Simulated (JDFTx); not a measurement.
A run of JDFTx 1.7.0 (patched build):

Contents of MoS2.in:

```
lattice \
    2.9857672769    -2.9857672769     0.0000000000 \
    1.7238335410     1.7238335410    -3.4476670820 \
   11.6218156664    11.6218156664    11.6218156664
coords-type Lattice
ion Mo     0.0000000000     0.0000000000     0.0000000000 1
ion S      0.4170000000     0.4170000000     0.4170000000 1
ion S      0.2500000000     0.2500000000     0.2500000000 1

ion-species pseudo/Mo.upf
ion-species pseudo/S.upf
elec-cutoff 40 320
elec-ex-corr gga-PBEsol
kpoint-folding 10 10 10
elec-smearing Gauss 0.00036749322
elec-n-bands 19
electronic-SCF nIterations 100 energyDiffThreshold 1e-09
electronic-minimize nIterations 30 energyDiffThreshold 1e-7
converge-empty-states yes
forces-output-coords Cartesian

dump-name run.$VAR
dump End Ecomponents EigStats BandEigs Kpoints Forces Stress
```

Potentials or basis: PseudoDojo-SR-PBEsol-0.4.1-standard with smoothed tails.

The run is started by

```console
$ jdftx -c 1 -i MoS2.in -o MoS2.out
```

Hardware: 1 thread of Arm Neoverse V1 (shared host).

**Question.** How long does it take, and how much memory?

**Answer.** Run time: 36 min on 1 thread of Arm Neoverse V1 (shared host), peak memory 0.68 GiB. Counts: scf iterations 16, bands 19, k points 116, plane waves 4336.
